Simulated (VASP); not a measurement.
Input of a VASP 6.6.1 run:

INCAR

```
SYSTEM = BaTiO3
PREC = Accurate
ENCUT = 520
EDIFF = 1E-7
ISMEAR = 0
SIGMA = 0.02
LREAL = .FALSE.
LASPH = .TRUE.
NELM = 100
ALGO = Fast
ISIF = 3
LWAVE = .FALSE.
LCHARG = .FALSE.
GGA = PS
IBRION = 2
NSW = 80
EDIFFG = -0.002
```

File KPOINTS:

```
regular mesh
0
G
  3 3 3
  0 0 0
```

The input POSCAR:

```
BaTiO3
1.0
    2.8273666100      1.6323808700      2.3183934900
   -2.8273666100      1.6323808700      2.3183934900
    0.0000000000     -3.2647617400      2.3183934900
Ba Ti O
1 1 3
Direct
    0.0000000000      0.0000000000      0.0000000000
    0.4845000000      0.4845000000      0.4845000000
    0.5086000000      0.5086000000      0.0175000000
    0.0175000000      0.5086000000      0.5086000000
    0.5086000000      0.0175000000      0.5086000000
```

Potentials or basis: VASP PAW PBE potentials, release 64 (Ba_sv, Ti_sv, O).

The run is started by

```bash
$ cat potpaw_PBE.64/Ba_sv/POTCAR potpaw_PBE.64/Ti_sv/POTCAR potpaw_PBE.64/O/POTCAR > POTCAR
$ mpirun -np 4 vasp_std > vasp.out
```

What does it give for the band gap on the k mesh?

2.82 eV, indirect (least direct gap 3.02 eV).

Estimate the relaxed volume.

12.97 Å³/atom.

Predict the space group after relaxing (to 0.05 Å).

R3m (No. 160).

Estimate the relaxed cell.

a = 4.018 Å, b = 4.018 Å, c = 4.018 Å, α = 89.75°, β = 89.75°, γ = 89.75°.

The path:
| step | energy change (eV) | largest force (eV/Å) | pressure (GPa) | volume (Å³) |
| --- | --- | --- | --- | --- |
| 1 | 0.0000 | 0.2349 | 0.70 | 64.20 |
| 2 | -0.0062 | 0.1800 | -0.44 | 64.72 |
| 3 | -0.0070 | 0.1517 | -0.96 | 64.96 |
| 4 | -0.0101 | 0.0936 | -0.05 | 64.79 |
| 5 | -0.0102 | 0.0890 | 0.11 | 64.76 |
| 6 | -0.0107 | 0.0617 | 0.07 | 64.80 |
| 7 | -0.0110 | 0.0227 | 0.02 | 64.84 |
| 8 | -0.0111 | 0.0107 | -0.05 | 64.86 |
| 9 | -0.0111 | 0.0064 | -0.08 | 64.87 |
| 10 | -0.0111 | 0.0046 | 0.06 | 64.82 |
| 11 | -0.0111 | 0.0008 | 0.00 | 64.85 |

Caveat: the k mesh is coarse (spacing up to 0.52 Å⁻¹), so the values aren't converged; the PAW data sets were made with another functional, which shifts forces and pressure a little; spin-orbit coupling is left out, which moves the levels of the heavy elements; an odd mesh through Γ misses points on the zone boundary, where band edges often lie. A hybrid or GW would open this gap; PBEsol tends to underestimate it.
